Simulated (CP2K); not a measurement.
Input of a CP2K 2026.2 run:

Contents of ws2_bands.inp:

```
&GLOBAL
  PROJECT ws2_bands
  RUN_TYPE ENERGY_FORCE
  PRINT_LEVEL LOW
&END GLOBAL
&FORCE_EVAL
  METHOD QS
  STRESS_TENSOR ANALYTICAL
  &DFT
    BASIS_SET_FILE_NAME BASIS_MOLOPT_UZH
    POTENTIAL_FILE_NAME POTENTIAL_UZH
    &MGRID
      CUTOFF 675
      REL_CUTOFF 60
      NGRIDS 5
    &END MGRID
    &QS
      METHOD GPW
      EPS_DEFAULT 1.0E-9
    &END QS
    &KPOINTS
      SCHEME MONKHORST-PACK 10 10 10
      GAMMA_CENTERED T
      SYMMETRY T
      SYMMETRY_BACKEND SPGLIB
    &END KPOINTS
    &SCF
      SCF_GUESS ATOMIC
      EPS_SCF 1.0E-6
      MAX_SCF 100
      ADDED_MOS 15
      CHOLESKY OFF
      EPS_EIGVAL 1.0E-7
      &DIAGONALIZATION ON
        ALGORITHM STANDARD
      &END DIAGONALIZATION
      &MIXING ON
        METHOD BROYDEN_MIXING
        ALPHA 0.4
        BETA 1.5
        NBUFFER 8
      &END MIXING
      &SMEAR ON
        METHOD FERMI_DIRAC
        ELECTRONIC_TEMPERATURE [K] 580.226
      &END SMEAR
    &END SCF
    &XC
      &XC_FUNCTIONAL
        &MGGA_X_R2SCAN
        &END MGGA_X_R2SCAN
        &MGGA_C_R2SCAN
        &END MGGA_C_R2SCAN
      &END XC_FUNCTIONAL
    &END XC
    &PRINT
      &KPOINTS ON
      &END KPOINTS
      &MULLIKEN ON
      &END MULLIKEN
      &MO ON
        ENERGIES T
        OCCUPATION_NUMBERS T
        &EACH
          QS_SCF 0
        &END EACH
        ADD_LAST NUMERIC
      &END MO
      &LOWDIN ON
      &END LOWDIN
      &HIRSHFELD ON
        SHAPE_FUNCTION DENSITY
      &END HIRSHFELD
      &BAND_STRUCTURE
        FILE_NAME bands.bs
        ADDED_MOS 4
        &KPOINT_SET
          UNITS B_VECTOR
          NPOINTS 10
          SPECIAL_POINT GAMMA 0.00000000 0.00000000 0.00000000
          SPECIAL_POINT L 0.50000000 0.00000000 0.00000000
          SPECIAL_POINT B1 0.50000000 0.18125214 -0.18125214
        &END KPOINT_SET
        &KPOINT_SET
          UNITS B_VECTOR
          NPOINTS 10
          SPECIAL_POINT B 0.81874786 0.50000000 0.18125214
          SPECIAL_POINT Z 0.50000000 0.50000000 0.50000000
          SPECIAL_POINT GAMMA 0.00000000 0.00000000 0.00000000
          SPECIAL_POINT X 0.34062607 0.00000000 -0.34062607
        &END KPOINT_SET
        &KPOINT_SET
          UNITS B_VECTOR
          NPOINTS 10
          SPECIAL_POINT Q 0.65937393 0.34062607 0.00000000
          SPECIAL_POINT F 0.50000000 0.50000000 0.00000000
          SPECIAL_POINT P1 0.65937393 0.65937393 0.18125214
          SPECIAL_POINT Z 0.50000000 0.50000000 0.50000000
        &END KPOINT_SET
        &KPOINT_SET
          UNITS B_VECTOR
          NPOINTS 10
          SPECIAL_POINT L 0.50000000 0.00000000 0.00000000
          SPECIAL_POINT P 0.81874786 0.34062607 0.34062607
        &END KPOINT_SET
      &END BAND_STRUCTURE
    &END PRINT
  &END DFT
  &SUBSYS
    &CELL
      ABC 6.4273633094 6.4273633094 6.4273633093
      ALPHA_BETA_GAMMA 28.4426739313 28.4426739310 28.4426739309
      PERIODIC XYZ
    &END CELL
    &COORD
      SCALED
      W   0.0000000000 0.0000000000 0.0000000000
      S   0.5810000000 0.5810000000 0.5810000000
      S   0.7503000000 0.7503000000 0.7503000000
    &END COORD
    &KIND W
      BASIS_SET TZVP-MOLOPT-SCAN-GTH-q14
      POTENTIAL GTH-SCAN-q14
    &END KIND
    &KIND S
      BASIS_SET TZVP-MOLOPT-SCAN-GTH-q6
      POTENTIAL GTH-SCAN-q6
    &END KIND
    &PRINT
      &ATOMIC_COORDINATES ON
      &END ATOMIC_COORDINATES
      &CELL ON
      &END CELL
      &SYMMETRY ON
      &END SYMMETRY
    &END PRINT
  &END SUBSYS
  &PRINT
    &FORCES ON
    &END FORCES
    &STRESS_TENSOR ON
    &END STRESS_TENSOR
  &END PRINT
&END FORCE_EVAL
```

Potentials or basis: POTENTIAL_UZH W GTH-SCAN-q14, S GTH-SCAN-q6; TZVP-MOLOPT-SCAN-GTH basis.

Command:

```sh
$ OMP_NUM_THREADS=1 cp2k.psmp -i ws2_bands.inp -o ws2_bands.out
```

What does it give for the band gap along the path?

1.16 eV, indirect (least direct gap 2.00 eV).

Predict the pressure.

1.3 GPa.

Estimate the largest force.

0.618 eV/Å.

Levels at the corners of the path, in eV from the valence-band top:
```
point  band 9  band 10  band 11  band 12  band 13  band 14  band 15  band 16  band 17  band 18
    Γ   -3.74    -2.46    -2.46    -1.71    -1.22     2.35     2.35     2.66     2.66     5.09
    L   -5.52    -4.38    -2.74    -1.98    -1.74     2.44     2.75     3.91     4.09     4.75
   B1   -5.37    -4.84    -4.22    -3.21    -0.74     1.31     2.79     3.75     5.16     6.59
    B   -5.37    -4.84    -4.22    -3.21    -0.74     1.31     2.79     3.75     5.16     6.59
    Z   -3.75    -3.75    -2.43    -2.43     0.00     2.45     2.45     2.52     2.52     5.30
    Γ   -3.74    -2.46    -2.46    -1.71    -1.22     2.35     2.35     2.66     2.66     5.09
    X   -5.41    -4.85    -4.15    -3.26    -0.72     1.28     2.80     3.71     5.20     6.36
    Q   -5.41    -4.85    -4.15    -3.26    -0.72     1.28     2.80     3.71     5.20     6.36
    F   -5.21    -4.30    -3.35    -2.18    -1.57     2.39     2.86     3.52     4.59     5.39
   P1   -5.28    -4.31    -3.21    -2.13    -1.59     2.39     2.89     3.58     4.46     5.04
    Z   -3.75    -3.75    -2.43    -2.43     0.00     2.45     2.45     2.52     2.52     5.30
    L   -5.52    -4.38    -2.74    -1.98    -1.74     2.44     2.75     3.91     4.09     4.75
    P   -5.28    -4.31    -3.21    -2.13    -1.59     2.39     2.89     3.58     4.46     5.04
```

Caveat: spin-orbit coupling is left out, which moves the levels of the heavy elements; the basis of atomic orbitals isn't converged, which shifts pressures, moduli and gaps. r2SCAN opens gaps a little over a GGA but as a rule still falls short of measured ones.
